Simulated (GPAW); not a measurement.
# InAs (F-43m) in GPAW: a series of runs

Aim: see how the results for InAs move with the level of theory and the settings. Levels: revPBE, TPSS+D4, SCAN+D3, vdW-DF. Tasks: equation of state, band structure.

All numbers are computed with GPAW 26.7.0; they aren't measurements. Logs are shortened: lines on timing, memory, paths and dates and some standing lists are left out, and cuts for length are marked. The log counts tension as positive stress, the text compression.

**The experiment to reproduce.**

A printed reference work, data compilation reports, for a bulk crystal of InAs at 4.2 K: band gap 0.418 eV (direct).

How close the calculation comes is told below.

### 1 The structure

Symmetry: F-43m, No. 216, cubic system. The conventional cell has a = 6.036 Å, b = 6.036 Å, c = 6.036 Å, α = 90.00°, β = 90.00°, γ = 90.00°. In (site symmetry -43m) has 4 As at 2.61 Å as nearest neighbours. As (site symmetry -43m) is surrounded by 4 In at 2.61 Å.

### 2 Equation of state, revPBE

run.py reads:

```python
from ase import Atoms
from ase.eos import EquationOfState
from ase.io import Trajectory
from ase.units import GPa
from gpaw import GPAW, PW

atoms = Atoms(['In', 'As'],
              cell=[[0.0, 3.018, 3.018],
                    [3.018, 0.0, 3.018],
                    [3.018, 3.018, 0.0]],
              scaled_positions=[[0.0, 0.0, 0.0],
                                [0.75, 0.75, 0.75]],
              pbc=True)

traj = Trajectory('eos.traj', 'w')
volumes, energies = [], []
for x in [0.94, 0.96, 0.98, 1.0, 1.02, 1.04, 1.06]:
    a = atoms.copy()
    a.set_cell(atoms.cell * x**(1 / 3), scale_atoms=True)
    calc = GPAW(mode=PW(600),
                xc='revPBE',
                kpts={'size': (6, 6, 6), 'gamma': True},
                occupations={'name': 'fermi-dirac', 'width': 0.05},
                nbands=18,
                convergence={'density': 1e-05, 'energy': 1e-05},
                maxiter=150,
                txt=f'eos-{x:.2f}.txt')
    a.calc = calc
    energies.append(a.get_potential_energy(force_consistent=True))
    volumes.append(a.get_volume())
    p = -a.get_stress()[:3].mean() / GPa
    calc.write(f'eos-{x:.2f}.gpw')
    traj.write(a)
    print(f'{x:.2f} {volumes[-1]:10.4f} A^3 {energies[-1]:14.6f} eV {p:9.3f} GPa', flush=True)

v0, e0, B = EquationOfState(volumes, energies, eos='birchmurnaghan').fit()
print(f'V0 = {v0:.4f} A^3, E0 = {e0:.6f} eV, B0 = {B / GPa:.2f} GPa')
```

Potentials or basis: the program's PAW data sets (release 1.2.1) made for this functional, pw.

Command:

```console
$ OMP_NUM_THREADS=1 python run.py
```

Output:

```text
__  _  _
 | _ |_)|_||  |
 |__||  | ||/\| - 26.7.0

Input parameters:
  mode=PW(ecut=600.0),
  convergence={'density': 1e-05, 'energy': 1e-05},
  kpts=MonkhorstPack(size=(6, 6, 6), gamma=True),
  maxiter=150,
  nbands=18,
  occupations=Occupations(name='fermi-dirac', width=0.05),
  xc=XC(name='revPBE')

Diagonalizing LCAO Hamiltonian
Converting LCAO to pw mode

                     As

       In

Atoms  # Å, Bohr magnetons
|   | symbol |        x |        y |        z |    initial magnetic moments |
|---|--------|----------|----------|----------|-----------------------------|
| 0 |     In | 0.000000 | 0.000000 | 0.000000 | ( 0.0000,  0.0000,  0.0000) |
| 1 |     As | 4.465817 | 4.465817 | 4.465817 | ( 0.0000,  0.0000,  0.0000) |

Unit cell  # Å
| periodic |        x |        y |        z |  lengths |    angles |
|----------|----------|----------|----------|----------|-----------|
|      yes | 0.000000 | 2.977211 | 2.977211 | 4.210412 | 60.000000 |
|      yes | 2.977211 | 0.000000 | 2.977211 | 4.210412 | 60.000000 |
|      yes | 2.977211 | 2.977211 | 0.000000 | 4.210412 | 60.000000 |

Number of symmetries: 24
Symmetry operations  # r_c * U_cc + t_c -> r_c
|    | kind |            matrix            |
|----|------|------------------------------|
|  0 |  E   |  1, 0, 0,  0, 1, 0,  0, 0, 1 |
|  1 |  σ   |  1, 0, 0,  0, 0, 1,  0, 1, 0 |
|  2 |  σ   |  1, 0,-1,  0, 1,-1,  0, 0,-1 |
|  3 |  C3  |  1, 0,-1,  0, 0,-1,  0, 1,-1 |
|  4 |  C3  |  1,-1, 0,  0,-1, 1,  0,-1, 0 |
|  5 |  σ   |  1,-1, 0,  0,-1, 0,  0,-1, 1 |
|  6 |  σ   |  0, 1, 0,  1, 0, 0,  0, 0, 1 |
|  7 |  C3  |  0, 1, 0,  0, 0, 1,  1, 0, 0 |
|  8 |  C2  |  0, 1,-1,  1, 0,-1,  0, 0,-1 |
|  9 |  S4  |  0, 1,-1,  0, 0,-1,  1, 0,-1 |
| 10 |  C3  |  0, 0, 1,  1, 0, 0,  0, 1, 0 |
| 11 |  σ   |  0, 0, 1,  0, 1, 0,  1, 0, 0 |
| 12 |  S4  |  0, 0,-1,  1, 0,-1,  0, 1,-1 |
| 13 |  C3  |  0, 0,-1,  0, 1,-1,  1, 0,-1 |
| 14 |  S4  |  0,-1, 1,  1,-1, 0,  0,-1, 0 |
| 15 |  C2  |  0,-1, 1,  0,-1, 0,  1,-1, 0 |
| 16 |  C3  |  0,-1, 0,  1,-1, 0,  0,-1, 1 |
| 17 |  S4  |  0,-1, 0,  0,-1, 1,  1,-1, 0 |
| 18 |  S4  | -1, 1, 0, -1, 0, 1, -1, 0, 0 |
| 19 |  C3  | -1, 1, 0, -1, 0, 0, -1, 0, 1 |
| 20 |  C3  | -1, 0, 1, -1, 1, 0, -1, 0, 0 |
| 21 |  S4  | -1, 0, 1, -1, 0, 0, -1, 1, 0 |
| 22 |  σ   | -1, 0, 0, -1, 1, 0, -1, 0, 1 |
| 23 |  C2  | -1, 0, 0, -1, 0, 1, -1, 1, 0 |

BZ-sampling:
  Number of BZ points: 216
  Number of IBZ points: 16

  Monkhorst-Pack size: [6, 6, 6]
  Monkhorst-Pack shift: [0.08333333333333333, 0.08333333333333333, 0.08333333333333333]

K-points  # in reciprocal-cell coordinates
|     |                                coordinates |     weight |
|-----|--------------------------------------------|------------|
|   0 | (  0.00000000,   0.00000000,   0.00000000) | 0.00462963 |
|   1 | (  0.16666667,   0.16666667,   0.00000000) | 0.02777778 |
|   2 | (  0.16666667,   0.16666667,   0.16666667) | 0.03703704 |
|   3 | (  0.33333333,   0.16666667,   0.16666667) | 0.05555556 |
|   4 | (  0.33333333,   0.33333333,  -0.33333333) | 0.05555556 |
|   5 | (  0.33333333,   0.33333333,   0.00000000) | 0.02777778 |
|   6 | (  0.33333333,   0.33333333,   0.16666667) | 0.11111111 |
|   7 | (  0.33333333,   0.33333333,   0.33333333) | 0.03703704 |
|   8 | (  0.50000000,   0.33333333,  -0.33333333) | 0.11111111 |
|   9 | (  0.50000000,   0.33333333,  -0.16666667) | 0.05555556 |
| ... |                                            |            |
|  15 | (  0.50000000,   0.50000000,   0.50000000) | 0.01851852 |

Plane wave coefficients: 1807
Cutoff: 600.0 eV

Spin-components: 1 (collinear spins)
Bands:           18
Projectors:      11
Spin-degeneracy: 2
Datatype:        complex128

Parallelization:
  kpt:    1
  domain: 1
  band:   1

Density:
  Valence electrons: 18.0
  Components: 1
  Grid points: [24 24 24]
  Charge: 0.0  # |e|

Potential:
  Grid points: [24 24 24]

species:
  In:
    name:    Indium
    Z:       49.0
    valence: 13
    core:    36
    charge:  0.0  # [|e|]
    compensation charges:
      type: gauss
      rc: 0.36  # [Å]
      lmax: 2
    cutoffs:
      filter: 2.09  # [Å]
      core: 2.48  # [Å]
    projectors
    | kind |    occ | energy [eV] | rcut [Å] |
    |------|--------|-------------|----------|
    |   5s |  2.000 |      -8.129 |    1.185 |
    |   5p |  1.000 |      -2.456 |    1.244 |
    |   4d | 10.000 |     -18.611 |    1.148 |
    |    s |        |      19.083 |    1.185 |
    |    p |        |      24.755 |    1.244 |
    |    d |        |       8.601 |    1.148 |

    Using partial waves for In as LCAO basis

  As:
    name:    Arsenic
    Z:       33.0
    valence: 5
    core:    28
    charge:  0.0  # [|e|]
    compensation charges:
      type: gauss
      rc: 0.33  # [Å]
      lmax: 2
    cutoffs:
      filter: 1.87  # [Å]
      core: 2.96  # [Å]
    projectors
    | kind |    occ | energy [eV] | rcut [Å] |
    |------|--------|-------------|----------|
    |   4s |  2.000 |     -14.425 |    1.058 |
    |   4p |  3.000 |      -5.155 |    1.058 |
    |    s |        |      12.786 |    1.058 |
    |    p |        |      22.056 |    1.058 |
    |    d |        |       0.000 |    1.058 |

    Using partial waves for As as LCAO basis

Reference energy: -221489.167599  # eV

eigensolver:
  PPCG
  Converge bands: occupied
  niter=2

density mixing:
  MSR1-Mixer
  Pratt-step length: 0.05
  Maximum mixing coefficient: 0.75
  Old densities: 10
  SVD Regularization: 0.005
  Good broyden scale: 1.0
  Trust region scale: 1.0
  Backstep threshold: 4.0
  History deletion threshold: 6.0
  Fourier metric: weight=20.0, sigma=0.015

occupation numbers:
  Fermi-Dirac:
    width: 0.0500  # eV

poisson solver:
  ecut: 4800.0  # eV

xc functional:
  name: revPBE with 2 nearest neighbor stencil

convergence criteria:
- Maximum integral of absolute [dens]ity change: 1e-05 electrons / valence electron
- Maximum [total energy] change in last 3 cyles: 1e-05 eV / valence electron
- Maximum integral of absolute [eigenst]ate change: 4e-08 eV^2 / valence electron
maximum number of iterations: 150

SCF iterations
|iter     | |      energy | eigst |  dens |
|---------|-|-------------|-------|-------|
|iter:   1| |   -7.400863 | -0.34 |       |
|iter:   2| |   -7.355787 | -2.35 | -1.16 |
|iter:   3| |   -7.186701 | -1.88 | -1.20 |
|iter:   4| |   -7.190137 | -3.21 | -1.79 |
|iter:   5| |   -7.190722 | -3.98 | -2.28 |
|iter:   6| |   -7.190778 | -5.48 | -3.07 |
|iter:   7| |   -7.190787c| -6.43 | -3.50 |
|iter:   8| |   -7.190787c| -7.85c| -4.46 |
|iter:   9| |   -7.190788c| -7.82c| -5.09c|

Converged in 9 steps
Energy contributions relative to reference atoms: (reference = -221489.167599)

Energy contributions:
  Kinetic:          32.153442
  Coulomb:         -28.934491
  Zero:              0.142412
  External:          0.000000
  Xc:              -10.551761
  Entropy:          -0.000779
  Spinorbit:         0.000000
  ----------------------------
  Free energy:      -7.191177
  Extrapolated:     -7.190788

dipole moment: (-16.768568, -16.768568, -16.768568)  # |e|*Ang

Fermi level: 5.536
Eigenvalues  # (at kpt = [0.000, 0.000, 0.000])
| band index |      eig [eV] | occ [0-2] |
|------------|---------------|-----------|
|          0 |        -9.002 |     2.000 |
|          1 |        -9.002 |     2.000 |
|          2 |        -9.002 |     2.000 |
|          3 |        -8.857 |     2.000 |
|          4 |        -8.857 |     2.000 |
|          5 |        -6.710 |     2.000 |
[... 10 lines left out ...]
|         16 |        16.067 |     0.000 |
|         17 |        16.067 |     0.000 |

Gap: 0.142 eV
Transition (v -> c):
  (s=0, k=0, n=8, [0.00, 0.00, 0.00]) -> (s=0, k=0, n=9, [0.00, 0.00, 0.00])
No difference between direct/indirect transitions

Stress tensor  # eV/Ang^3
|         x |         y |         z |
|-----------|-----------|-----------|
| -0.052686 | -0.000000 | -0.000000 |
| -0.000000 | -0.052686 |  0.000000 |
| -0.000000 |  0.000000 | -0.052686 |

# Writing to eos-0.96.gpw (mode='')
```

Wall time 67 s (1 thread of Arm Neoverse V1, shared host); peak memory 0.23 GiB.

What came out:

* Equilibrium volume: 30.20 Å³/atom (rough: see the caveat)
* Bulk modulus: 47 GPa (rough)

Energy against volume, from the lowest point:
```csv
volume (Å³/atom),energy (meV/atom)
25.840,115.87
26.389,83.74
26.939,57.45
27.489,36.38
28.039,20.06
28.588,8.08
29.138,0.00
```

Caveat: the minimum lies outside the volumes run.

### 3 Equation of state, TPSS+D4

run.py reads:

```python
from ase.calculators.mixing import SumCalculator
from ase.eos import EquationOfState
from ase.io import Trajectory
from ase.spacegroup import crystal
from ase.units import GPa
from dftd4.ase import DFTD4
from gpaw import GPAW, PW

# In 4a
# As 4c
atoms = crystal(['In', 'As'],
                basis=[[0.0, 0.0, 0.0],
                       [0.25, 0.25, 0.25]],
                spacegroup=216, setting=1,  # F-43m
                cellpar=[6.036, 6.036, 6.036, 90.0, 90.0, 90.0],
                primitive_cell=True)

traj = Trajectory('eos.traj', 'w')
volumes, energies = [], []
for x in [0.94, 0.96, 0.98, 1.0, 1.02, 1.04, 1.06]:
    a = atoms.copy()
    a.set_cell(atoms.cell * x**(1 / 3), scale_atoms=True)
    calc = GPAW(mode=PW(600),
                xc='MGGA_X_TPSS+MGGA_C_TPSS',
                kpts={'size': (6, 6, 6), 'gamma': True},
                occupations={'name': 'fermi-dirac', 'width': 0.05},
                nbands=18,
                convergence={'density': 1e-05, 'energy': 1e-05},
                eigensolver='davidson',
                maxiter=150,
                txt=f'eos-{x:.2f}.txt')
    a.calc = SumCalculator([calc, DFTD4(method='tpss')])
    energies.append(a.get_potential_energy())
    volumes.append(a.get_volume())
    p = -a.get_stress()[:3].mean() / GPa
    calc.write(f'eos-{x:.2f}.gpw')
    traj.write(a)
    print(f'{x:.2f} {volumes[-1]:10.4f} A^3 {energies[-1]:14.6f} eV {p:9.3f} GPa', flush=True)

v0, e0, B = EquationOfState(volumes, energies, eos='birchmurnaghan').fit()
print(f'V0 = {v0:.4f} A^3, E0 = {e0:.6f} eV, B0 = {B / GPa:.2f} GPa')
```

Potentials or basis: GPAW PAW data sets (gpaw-data 1.2.1), pw.

Command:

```console
$ OMP_NUM_THREADS=1 python run.py
```

Output:

```text
__  _  _
 | _ |_)|_||  |
 |__||  | ||/\| - 26.7.0

Input parameters:
  mode=PW(ecut=600.0),
  convergence={'density': 1e-05, 'energy': 1e-05},
  eigensolver=Davidson(niter=2),
  kpts=MonkhorstPack(size=(6, 6, 6), gamma=True),
  maxiter=150,
  nbands=18,
  occupations=Occupations(name='fermi-dirac', width=0.05),
  xc=XC(name='MGGA_X_TPSS+MGGA_C_TPSS')

Diagonalizing LCAO Hamiltonian
Converting LCAO to pw mode

           As

       In

Atoms  # Å, Bohr magnetons
|   | symbol |        x |        y |        z |    initial magnetic moments |
|---|--------|----------|----------|----------|-----------------------------|
| 0 |     In | 0.000000 | 0.000000 | 0.000000 | ( 0.0000,  0.0000,  0.0000) |
| 1 |     As | 1.478195 | 1.478195 | 1.478195 | ( 0.0000,  0.0000,  0.0000) |

Unit cell  # Å
| periodic |        x |        y |        z |  lengths |    angles |
|----------|----------|----------|----------|----------|-----------|
|      yes | 0.000000 | 2.956391 | 2.956391 | 4.180968 | 60.000000 |
|      yes | 2.956391 | 0.000000 | 2.956391 | 4.180968 | 60.000000 |
|      yes | 2.956391 | 2.956391 | 0.000000 | 4.180968 | 60.000000 |

Number of symmetries: 24
Symmetry operations  # r_c * U_cc + t_c -> r_c
|    | kind |            matrix            |
|----|------|------------------------------|
|  0 |  E   |  1, 0, 0,  0, 1, 0,  0, 0, 1 |
|  1 |  σ   |  1, 0, 0,  0, 0, 1,  0, 1, 0 |
|  2 |  σ   |  1, 0,-1,  0, 1,-1,  0, 0,-1 |
|  3 |  C3  |  1, 0,-1,  0, 0,-1,  0, 1,-1 |
|  4 |  C3  |  1,-1, 0,  0,-1, 1,  0,-1, 0 |
|  5 |  σ   |  1,-1, 0,  0,-1, 0,  0,-1, 1 |
|  6 |  σ   |  0, 1, 0,  1, 0, 0,  0, 0, 1 |
|  7 |  C3  |  0, 1, 0,  0, 0, 1,  1, 0, 0 |
|  8 |  C2  |  0, 1,-1,  1, 0,-1,  0, 0,-1 |
|  9 |  S4  |  0, 1,-1,  0, 0,-1,  1, 0,-1 |
| 10 |  C3  |  0, 0, 1,  1, 0, 0,  0, 1, 0 |
| 11 |  σ   |  0, 0, 1,  0, 1, 0,  1, 0, 0 |
| 12 |  S4  |  0, 0,-1,  1, 0,-1,  0, 1,-1 |
| 13 |  C3  |  0, 0,-1,  0, 1,-1,  1, 0,-1 |
| 14 |  S4  |  0,-1, 1,  1,-1, 0,  0,-1, 0 |
| 15 |  C2  |  0,-1, 1,  0,-1, 0,  1,-1, 0 |
| 16 |  C3  |  0,-1, 0,  1,-1, 0,  0,-1, 1 |
| 17 |  S4  |  0,-1, 0,  0,-1, 1,  1,-1, 0 |
| 18 |  S4  | -1, 1, 0, -1, 0, 1, -1, 0, 0 |
| 19 |  C3  | -1, 1, 0, -1, 0, 0, -1, 0, 1 |
| 20 |  C3  | -1, 0, 1, -1, 1, 0, -1, 0, 0 |
| 21 |  S4  | -1, 0, 1, -1, 0, 0, -1, 1, 0 |
| 22 |  σ   | -1, 0, 0, -1, 1, 0, -1, 0, 1 |
| 23 |  C2  | -1, 0, 0, -1, 0, 1, -1, 1, 0 |

BZ-sampling:
  Number of BZ points: 216
  Number of IBZ points: 16

  Monkhorst-Pack size: [6, 6, 6]
  Monkhorst-Pack shift: [0.08333333333333333, 0.08333333333333333, 0.08333333333333333]

K-points  # in reciprocal-cell coordinates
|     |                                coordinates |     weight |
[... 82 lines left out ...]
    |    p |        |      22.016 |    1.058 |
    |    d |        |       0.000 |    1.058 |

    Using partial waves for As as LCAO basis

Reference energy: -221478.393260  # eV

eigensolver:
  Davidson
  Converge bands: occupied
  niter=2

density mixing:
  MSR1-Mixer
  Pratt-step length: 0.05
  Maximum mixing coefficient: 0.75
  Old densities: 10
  SVD Regularization: 0.005
  Good broyden scale: 1.0
  Trust region scale: 1.0
  Backstep threshold: 4.0
  History deletion threshold: 6.0
  Fourier metric: weight=20.0, sigma=0.015

occupation numbers:
  Fermi-Dirac:
    width: 0.0500  # eV

poisson solver:
  ecut: 4800.0  # eV

xc functional:
  name: MGGA_X_TPSS+MGGA_C_TPSS with 2 nearest neighbor stencil

convergence criteria:
- Maximum integral of absolute [dens]ity change: 1e-05 electrons / valence electron
- Maximum [total energy] change in last 3 cyles: 1e-05 eV / valence electron
- Maximum integral of absolute [eigenst]ate change: 4e-08 eV^2 / valence electron
maximum number of iterations: 150

SCF iterations
|iter     | |      energy | eigst |  dens |
|---------|-|-------------|-------|-------|
|iter:   1| |   54.666559 | +2.18 |       |
|iter:   2| |  -20.989090 | -0.02 | -0.93 |
|iter:   3| |  -21.240160 | -1.79 | -1.16 |
|iter:   4| |  -21.015194 | -1.89 | -1.18 |
|iter:   5| |  -21.039765 | -2.79 | -1.56 |
|iter:   6| |  -21.041780 | -3.14 | -1.65 |
|iter:   7| |  -21.040350 | -3.76 | -2.19 |
|iter:   8| |  -21.040402 | -5.06 | -2.45 |
|iter:   9| |  -21.040296c| -5.46 | -2.51 |
|iter:  10| |  -21.040188 | -6.17 | -2.59 |
|iter:  11| |  -21.040093 | -6.40 | -2.62 |
|iter:  12| |  -21.039710 | -4.93 | -2.67 |
|iter:  13| |  -21.039731 | -5.78 | -3.09 |
|iter:  14| |  -21.039738c| -6.30 | -3.70 |
|iter:  15| |  -21.039738c| -7.50c| -4.39 |
|iter:  16| |  -21.039738c| -8.16c| -4.88 |
|iter:  17| |  -21.039738c| -9.19c| -5.65c|

Converged in 17 steps
Energy contributions relative to reference atoms: (reference = -221478.393260)

Energy contributions:
  Kinetic:          32.060176
  Coulomb:         -28.845877
  Zero:              0.334104
  External:          0.000000
  Xc:              -24.587966
  Entropy:          -0.000350
  Spinorbit:         0.000000
  ----------------------------
  Free energy:     -21.039913
  Extrapolated:    -21.039738

dipole moment: (-23.147107, -23.147107, -23.147107)  # |e|*Ang

Fermi level: 5.706
Eigenvalues  # (at kpt = [0.000, 0.000, 0.000])
| band index |      eig [eV] | occ [0-2] |
|------------|---------------|-----------|
|          0 |        -8.989 |     2.000 |
|          1 |        -8.989 |     2.000 |
|          2 |        -8.989 |     2.000 |
|          3 |        -8.843 |     2.000 |
|          4 |        -8.843 |     2.000 |
|          5 |        -6.933 |     2.000 |
[... 10 lines left out ...]
|         16 |        16.276 |     0.000 |
|         17 |        16.276 |     0.000 |

Gap: 0.281 eV
Transition (v -> c):
  (s=0, k=0, n=8, [0.00, 0.00, 0.00]) -> (s=0, k=0, n=9, [0.00, 0.00, 0.00])
No difference between direct/indirect transitions

Stress tensor  # eV/Ang^3
|         x |         y |         z |
|-----------|-----------|-----------|
| -0.049066 |  0.000000 |  0.000000 |
|  0.000000 | -0.049066 | -0.000000 |
|  0.000000 | -0.000000 | -0.049066 |

# Writing to eos-0.94.gpw (mode='')
```

stdout:

```text
0.94    51.6792 A^3     -22.042464 eV     4.580 GPa
0.96    52.7787 A^3     -22.068274 eV     2.966 GPa
0.98    53.8783 A^3     -22.083692 eV     1.545 GPa
1.00    54.9778 A^3     -22.089770 eV     0.283 GPa
1.02    56.0774 A^3     -22.087925 eV    -0.859 GPa
1.04    57.1770 A^3     -22.078593 eV    -1.889 GPa
1.06    58.2765 A^3     -22.062558 eV    -2.810 GPa
V0 = 55.2439 A^3, E0 = -22.090126 eV, B0 = 58.58 GPa
```

Wall time 5.5 min (1 thread of Arm Neoverse V1, shared host); peak memory 0.88 GiB.

What came out:

* Equilibrium volume: 27.62 Å³/atom (rough: see the caveat)
* Bulk modulus: 59 GPa (rough)

Energy against volume, from the lowest point:
```csv
volume (Å³/atom),energy (meV/atom)
25.840,23.83
26.389,10.85
26.939,3.06
27.489,0.00
28.039,0.94
28.588,5.61
29.138,13.63
```

Caveat: the points scatter about the fit; the PAW data sets were made with another functional, which shifts forces and pressure a little.

(Part 1 of 2 ends here.)
